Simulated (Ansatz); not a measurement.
BN, DFT, PBEsol, all-electron PAW with datasets made for the crystal, scalar-relativistic (Ansatz 0.2.0), run on 1 thread of Intel(R) Xeon(R) 6975P-C (Granite Rapids) on a shared host.

The cell comes from COD entry 9008834, which wasn't checked; take it as a given geometry. The listed cell was then made from it by scaling, straining or moving an atom.

Command: `ansatz run input.yaml --threads 1 --pin off --max-ram 3072MiB --backend cpu --events-out ev --progress --plain --runs-dir out`

```yaml
crystal:
  lattice:
    - [0.054225, 1.8346125, 1.8346125]
    - [1.8346125, 0.054225, 1.8346125]
    - [1.8346125, 1.8346125, 0.054225]
  atoms:
    - { symbol: B, position: [0.0, 0.0, 0.0] }
    - { symbol: "N", position: [0.75, 0.75, 0.75] }
kpoints:
  mp_grid: { grid: [13, 13, 13] }
scf:
  occupations: { method: fermi_dirac, width: 0.03 }
hamiltonian:
  xc: pbesol
  pseudopotentials: { kind: all_electron, datasets: crystal }
output:
  forces: true
  stress: true
  eigenvalues: true
  efg: { contact_densities: true }
```

**Question.** How large is the problem that the program sets up?

**Answer.** 231 irreducible k-points, 333 plane waves at Γ, 8 bands.

**Question.** About how long does it take, and how much memory does it use?

**Answer.** 8.7 s of wall time for 7 SCF iterations, with a peak of 0.54 GiB. Times on shared machines scatter by tens of per cent.
